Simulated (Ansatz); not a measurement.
Crystal: W.

```
CELL_PARAMETERS angstrom
2.80966 0.00000 0.00000
0.00000 4.86387 0.00000
0.00000 0.00000 4.92370
ATOMIC_POSITIONS crystal
W 0.79317 0.93684 0.75000
W 0.20683 0.43684 0.75000
W 0.20683 0.06316 0.25000
W 0.79317 0.56316 0.25000
```

This isn't the form of W at room conditions, which is bcc.

Base run:

* Program: Ansatz 0.2.0
* Functional: PBEsol
* Potentials or basis: Ansatz PAW
* Cutoff: 420 eV
* Density cutoff: 1680 eV
* k mesh: 9 × 6 × 6
* Occupations: fermi-dirac, width 0.05 eV
* Spin: no spin polarisation

Its results: band gap on the k mesh none (metal or under the smearing width); pressure -10.7 GPa; largest force 0.070 eV/Å.

Q: The run is repeated on the same cell with these changes: spin from no spin polarisation to spin-orbit coupling, no magnetisation; potential files from those of the base run to others of the same set. What comes out?

A: Band gap on the k mesh none (metal or under the smearing width); pressure -10.2 GPa; largest force 0.172 eV/Å.

Caveats: the PAW data sets come from PBE, with cores solved anew for the run's functional, which leaves a small shift of forces and pressure.

Not every run made on this cell is shown here.
